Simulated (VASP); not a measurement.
# Na (Fm-3m) in VASP: density of states with PBE

Aim: the density of states of Na with PBE.

Program: VASP 6.6.1. These are calculated values, not measurements. Logs are shortened: lines on timing, memory, paths and dates and some standing lists are left out, and cuts for length are marked.

### Step 1. Starting point

The structure is cubic, space group Fm-3m (No. 225). Conventional cell: a = 4.538 Å, b = 4.538 Å, c = 4.538 Å, α = 90.00°, β = 90.00°, γ = 90.00°. Around Na (site symmetry m-3m) lie 12 Na at 3.21 Å.

The cell was built by a generator and needn't be a form met in nature.

### Step 2. Density of states, PBE

Input file POSCAR:

```
Na
1.0
    0.0000000000      2.2690240000      2.2690240000
    2.2690240000      0.0000000000      2.2690240000
    2.2690240000      2.2690240000      0.0000000000
Na
1
Direct
    0.0000000000      0.0000000000      0.0000000000
```

Input file INCAR.step1:

```
SYSTEM = Na
  PREC = Accurate
  ENCUT = 520
  EDIFF = 1E-6
  ISMEAR = -5
  SIGMA = 0.1
  LREAL = .False.
  LASPH = .True.
  NELM = 80
  ALGO = Normal
  ISIF = 2
  LWAVE = .False.
  LCHARG = .True.
  GGA = PE
  NBANDS = 10
```

Input file KPOINTS.step1:

```
regular mesh
0
Gamma
  10 10 10
  0 0 0
```

Input file INCAR.step2:

```
SYSTEM = Na
  PREC = Accurate
  ENCUT = 520
  EDIFF = 1E-6
  ISMEAR = -5
  SIGMA = 0.1
  LREAL = .False.
  LASPH = .True.
  NELM = 80
  ALGO = Normal
  ISIF = 2
  LWAVE = .False.
  LCHARG = .False.
  GGA = PE
  LORBIT = 10
  NBANDS = 10
  NEDOS = 2001
  ICHARG = 11
```

Input file KPOINTS.step2:

```
regular mesh
0
Gamma
  15 15 15
  0 0 0
```

Potentials or basis: VASP PAW PBE potentials, release 64 (Na_pv).

Launch:

```bash
$ cat potpaw_PBE.64/Na_pv/POTCAR > POTCAR
$ cp INCAR.step1 INCAR
$ cp KPOINTS.step1 KPOINTS
$ mpirun -np 1 vasp_std > vasp.out
$ cp INCAR.step2 INCAR
$ cp KPOINTS.step2 KPOINTS
$ mpirun -np 1 vasp_std > vasp.out
```

OUTCAR:

```text
SYSTEM = Na
   PREC = Accurate
   ENCUT = 520
   EDIFF = 1E-6
   ISMEAR = -5
   LREAL = .False.
   LASPH = .True.
   NELM = 80
   ISIF = 2
   GGA = PE
   LORBIT = 10
   ICHARG = 11

 ion  position               nearest neighbor table
   1  0.000  0.000  0.000-

  LATTYP: Found a face centered cubic cell.
 ALAT       =     4.5380480000

  Lattice vectors:

 A1 = (   0.0000000000,   2.2690240000,   2.2690240000)
 A2 = (   2.2690240000,   0.0000000000,   2.2690240000)
 A3 = (   2.2690240000,   2.2690240000,   0.0000000000)

Analysis of symmetry for initial positions (statically):
=====================================================================
 Subroutine PRICEL returns:
 Original cell was already a primitive cell.

 Routine SETGRP: Setting up the symmetry group for a
 face centered cubic supercell.

 Subroutine GETGRP returns: Found 48 space group operations
 (whereof 48 operations were pure point group operations)
 out of a pool of 48 trial point group operations.

The static configuration has the point symmetry O_h .

Analysis of symmetry for dynamics (positions and initial velocities):
=====================================================================
 Subroutine PRICEL returns:
 Original cell was already a primitive cell.

 Routine SETGRP: Setting up the symmetry group for a
 face centered cubic supercell.

 Subroutine GETGRP returns: Found 48 space group operations
 (whereof 48 operations were pure point group operations)
 out of a pool of 48 trial point group operations.

The dynamic configuration has the point symmetry O_h .

 Subroutine INISYM returns: Found 48 space group operations
 (whereof 48 operations are pure point group operations),
 and found     1 'primitive' translations

----------------------------------------------------------------------------------------

                                     Primitive cell

  volume of cell :      23.3640

  direct lattice vectors                    reciprocal lattice vectors
     0.000000000  2.269024000  2.269024000    -0.220359062  0.220359062  0.220359062
     2.269024000  0.000000000  2.269024000     0.220359062 -0.220359062  0.220359062
     2.269024000  2.269024000  0.000000000     0.220359062  0.220359062 -0.220359062

  length of vectors
     3.208884514  3.208884514  3.208884514     0.381673091  0.381673091  0.381673091

  position of ions in fractional coordinates (direct lattice)
     0.000000000  0.000000000  0.000000000

  ion indices of the primitive-cell ions
   primitive index   ion index
                 1           1

----------------------------------------------------------------------------------------

 KPOINTS: regular mesh

Automatic generation of k-mesh.
 Grid dimensions read from file:
 generate k-points for:   15   15   15

 Generating k-lattice:

  Cartesian coordinates                     Fractional coordinates (reciprocal lattice)
    -0.014690604  0.014690604  0.014690604     0.066666667  0.000000000  0.000000000
     0.014690604 -0.014690604  0.014690604     0.000000000  0.066666667  0.000000000
     0.014690604  0.014690604 -0.014690604     0.000000000  0.000000000  0.066666667

  Length of vectors
     0.025444873  0.025444873  0.025444873

  Shift w.r.t. Gamma in fractional coordinates (k-lattice)
     0.000000000  0.000000000  0.000000000

 TETIRR: Found    484 inequivalent tetrahedra from    20250

 Subroutine IBZKPT returns following result:
 ===========================================

 Found    120 irreducible k-points:

 Following reciprocal coordinates:
            Coordinates               Weight
  0.000000  0.000000  0.000000      1.000000
  0.066667  0.000000  0.000000      8.000000
  0.133333  0.000000  0.000000      8.000000
  0.200000  0.000000  0.000000      8.000000
  0.266667  0.000000  0.000000      8.000000
  0.333333  0.000000  0.000000      8.000000
[... 16 lines left out ...]
  0.133333  0.133333  0.000000      6.000000
  0.200000  0.133333  0.000000     24.000000
 [... further k-points ...]
   k-points           NKPTS =    120   k-points in BZ     NKDIM =    120   number of bands    NBANDS=     10
   number of dos      NEDOS =   2001   number of ions     NIONS =      1
   total plane-waves  NPLWV =  13824
   dimension x,y,z NGX =    24 NGY =   24 NGZ =   24
   dimension x,y,z NGXF=    48 NGYF=   48 NGZF=   48
   ions per type =               1
   NGX,Y,Z   is equivalent  to a cutoff of  12.43, 12.43, 12.43 a.u.
   NGXF,Y,Z  is equivalent  to a cutoff of  24.87, 24.87, 24.87 a.u.
 SYSTEM =  Na
   PREC   = accura    normal or accurate (medium, high low for compatibility)
   ISTART =      0    job   : 0-new  1-cont  2-samecut
   ICHARG =     11    charge: 1-file 2-atom 10-const
   ISPIN  =      1    spin polarized calculation?
   LNONCOLLINEAR =      F non collinear calculations
   LSORBIT =      F    spin-orbit coupling
   LASPH  =      T    aspherical Exc in radial PAW
   ENCUT  =  520.0 eV  38.22 Ry    6.18 a.u.   5.97  5.97  5.97*2*pi/ulx,y,z
   NELM   =     80;   NELMIN=  2; NELMDL=  0     # of ELM steps
   EDIFF  = 0.1E-05   stopping-criterion for ELM
   LREAL  =      F    real-space projection
   EDIFFG = 0.1E-04   stopping-criterion for IOM
   NSW    =      0    number of steps for IOM
   IBRION =     -1    ionic relax: 0-MD 1-quasi-New 2-CG
   NFREE  =      0    steps in history (QN), initial steepest desc. (CG)
   ISIF   =      2    stress and relaxation
   ISYM   =      2    0-nonsym 1-usesym 2-fastsym
   POTIM  = 0.5000    time-step for ionic-motion
   TEBEG  =    0.0;   TEEND  =   0.0 temperature during run
   PSTRESS=    0.0 pullay stress
   NELECT =       7.0000    total number of electrons
   NUPDOWN=      -1.0000    fix difference up-down
   EMIN   =  10.00;   EMAX   =-10.00  energy-range for DOS
   EFERMI =   0.00;   METHOD = LEGACY
   ISMEAR =    -5;   SIGMA  =   0.10  broadening in eV -4-tet -1-fermi 0-gaus
   EFERMI_NEDOS =   21; number of points for ismear=-14 and -15
   IALGO  =     38    algorithm
   IMIX   =      4    mixing-type and parameters
     AMIX     =   0.40;   BMIX     =  1.00
     AMIX_MAG =   1.60;   BMIX_MAG =  1.00
  volume/ion in A,a.u.               =      23.36       157.67
  Fermi-wavevector in a.u.,A,eV,Ry     =   1.095448  2.070097 16.327076  1.200006
  Thomas-Fermi vector in A             =   2.231772
   LORBIT       =     10    0 simple, 1 ext, 2 COOP (PROOUT), +10 PAW based schemes
   GGA     = PE    functional components
   LHFCALC =     F    Hartree Fock is set to
   AEXX    =    0.0000 exact exchange contribution
   IVDW    =     0    specifies the selected vdW correction
   LEPSILON=     F    determine dielectric tensor
   LRPA    =     F    only Hartree local field effects (RPA)
 non-spin polarized calculation
 Fermi weights with tetrahedron method with Bloechl corrections
  energy-cutoff  :      520.00
  volume of cell :       23.36
 maximum number of plane-waves:       639

 number of electron       6.9999994 magnetization

 Free energy of the ion-electron system (eV)
  ---------------------------------------------------
  ext. energy  EPLUGINS =         0.00000000
  ---------------------------------------------------
  free energy    TOTEN  =        -1.06224785 eV

  energy without entropy =       -1.06224785  energy(sigma->0) =       -1.06224785

 E-fermi :   2.1154     XC(G=0):  -7.8477

 val. band max:        2.0516080229   @ k =  -0.2000   0.3333   0.1333
 cond. band min:       2.1335618842   @ k =  -0.3333   0.2000   0.0667
 fundamental gap:      0.0819538613
 Fermi energy:         2.1153872506

 k-point     1 :       0.0000    0.0000    0.0000
  band No.  band energies     occupation
      1     -22.6648      2.00000
      2     -22.6648      2.00000
      3     -22.6648      2.00000
      4      -2.3332      2.00000
      5      16.2433      0.00000
      6      16.2433      0.00000
      7      16.2433      0.00000
      8      17.7817      0.00000
      9      19.4966      0.00000
     10      19.4966      0.00000

 k-point     2 :       0.0667    0.0000    0.0000
  band No.  band energies     occupation
      1     -22.6722      2.00000
      2     -22.6657      2.00000
      3     -22.6657      2.00000
      4      -2.2297      2.00000
      5      14.8152      0.00000
      6      16.1405      0.00000
      7      16.1405      0.00000
      8      18.3337      0.00000
      9      19.6393      0.00000
     10      19.6447      0.00000

 k-point     3 :       0.1333    0.0000    0.0000
  band No.  band energies     occupation
      1     -22.6928      2.00000
      2     -22.6682      2.00000
      3     -22.6682      2.00000
      4      -1.9212      2.00000
      5      12.7698      0.00000
      6      15.8963      0.00000
      7      15.8963      0.00000
      8      17.9315      0.00000
      9      19.8052      0.00000
     10      19.8058      0.00000

 k-point     4 :       0.2000    0.0000    0.0000
  band No.  band energies     occupation
      1     -22.7231      2.00000
      2     -22.6719      2.00000
      3     -22.6719      2.00000
      4      -1.4138      2.00000
      5      10.7458      0.00000
      6      15.6138      0.00000
      7      15.6138      0.00000
      8      17.3878      0.00000
      9      19.4732      0.00000
     10      19.4732      0.00000

 k-point     5 :       0.2667    0.0000    0.0000
  band No.  band energies     occupation
      1     -22.7575      2.00000
      2     -22.6762      2.00000
      3     -22.6762      2.00000
      4      -0.7166      2.00000
      5       8.8239      0.00000
      6      15.3551      0.00000
      7      15.3551      0.00000
      8      16.9631      0.00000
      9      18.8884      0.00000
     10      18.8884      0.00000

 k-point     6 :       0.3333    0.0000    0.0000
  band No.  band energies     occupation
      1     -22.7900      2.00000
      2     -22.6802      2.00000
      3     -22.6802      2.00000
      4       0.1586      2.00000
      5       7.0317      0.00000
      6      15.1480      0.00000
      7      15.1480      0.00000
      8      16.6860      0.00000
      9      18.3674      0.00000
     10      18.3674      0.00000
[... 183 lines left out ...]
 k-point    21 :      -0.1333    0.0667    0.0000
  band No.  band energies     occupation
      1     -22.7050      2.00000
      2     -22.6748      2.00000
      3     -22.6680      2.00000
      4      -1.6834      2.00000
      5      12.0621      0.00000
      6      14.3022      0.00000
      7      16.5981      0.00000
      8      18.5310      0.00000
      9      18.6253      0.00000
     10      19.7936      0.00000

 k-point    22 :      -0.0667    0.0667    0.0000
  band No.  band energies     occupation
      1     -22.6824      2.00000
      2     -22.6698      2.00000
      3     -22.6660      2.00000
      4      -2.0579      2.00000
      5      13.8193      0.00000
      6      15.0426      0.00000
      7      16.4993      0.00000
      8      18.8755      0.00000
      9      19.0898      0.00000
     10      19.3176      0.00000

 k-point    23 :       0.1333    0.1333    0.0000
  band No.  band energies     occupation
      1     -22.6923      2.00000
      2     -22.6742      2.00000
      3     -22.6742      2.00000
      4      -1.7851      2.00000
      5      13.5699      0.00000
      6      14.7086      0.00000
      7      14.7086      0.00000
      8      16.3355      0.00000
      9      20.1266      0.00000
     10      21.5052      0.00000

 k-point    24 :       0.2000    0.1333    0.0000
  band No.  band energies     occupation
      1     -22.7119      2.00000
      2     -22.6789      2.00000
      3     -22.6777      2.00000
      4      -1.4139      2.00000
      5      12.1404      0.00000
      6      14.2784      0.00000
      7      14.3690      0.00000
      8      15.8022      0.00000
      9      19.6109      0.00000
     10      21.5426      0.00000

 [... further k-points ...]

------------------------ aborting loop because EDIFF is reached ----------------------------------------

  FORCE on cell =-STRESS in cart. coord.  units (eV):
  Direction    XX          YY          ZZ          XY          YZ          ZX
  --------------------------------------------------------------------------------------
  -------------------------------------------------------------------------------------
  Total        1.2254143      1.2254143      1.2254143     -0.0000000      0.0000000      0.0000000
  in kB       84.0323017     84.0323017     84.0323017     -0.0000000      0.0000000      0.0000000
  external PRESSURE =      84.0323017 kB  Pullay stress =       0.0000000 kB

 VOLUME and BASIS-vectors are now :
 -----------------------------------------------------------------------------
  energy-cutoff  :      520.00
  volume of cell :       23.36
      direct lattice vectors                 reciprocal lattice vectors
     0.000000000  2.269024000  2.269024000    -0.220359062  0.220359062  0.220359062
     2.269024000  0.000000000  2.269024000     0.220359062 -0.220359062  0.220359062
     2.269024000  2.269024000  0.000000000     0.220359062  0.220359062 -0.220359062

 POSITION                                       TOTAL-FORCE (eV/Angst)
 -----------------------------------------------------------------------------------
      0.00000      0.00000      0.00000         0.000000      0.000000      0.000000
 -----------------------------------------------------------------------------------
    total drift:                               -0.000000      0.000000     -0.000000

  FREE ENERGIE OF THE ION-ELECTRON SYSTEM (eV)
  ---------------------------------------------------
  free  energy   TOTEN  =        -1.0622478484 eV

  energy  without entropy=       -1.0622478484  energy(sigma->0) =       -1.06224785

 total charge

# of ion       s       p       d       tot
------------------------------------------
    1        0.140   5.987   0.000   6.126
```

It took 7 s on 1 thread of Intel Xeon 6975P-C (Granite Rapids), shared host; peak memory 0.14 GiB.

What came out:

```
Valence electrons inside the program's atomic spheres : Na 6.13
```

States per cell in windows of 1 eV (zero at the Fermi level; states under -8 eV left out):
```
from (eV)  total  Na1_p  Na1_s  Na1_d
     -8.0   0.00   0.00   0.00   0.00
     -7.0   0.00   0.00   0.00   0.00
     -6.0   0.00   0.00   0.00   0.00
     -5.0   0.03   0.00   0.01   0.00
     -4.0   0.14   0.00   0.02   0.00
     -3.0   0.22   0.01   0.03   0.00
     -2.0   0.28   0.02   0.04   0.00
     -1.0   0.34   0.03   0.04   0.00
      0.0   0.43   0.04   0.03   0.00
      1.0   0.39   0.04   0.02   0.00
      2.0   0.43   0.04   0.03   0.00
      3.0   0.58   0.06   0.03   0.00
      4.0   0.48   0.05   0.02   0.00
      5.0   0.58   0.05   0.03   0.00
      6.0   0.53   0.04   0.02   0.00
      7.0   0.50   0.03   0.03   0.00
```

Caveat: tetrahedron occupations give inexact forces and stress in metals.
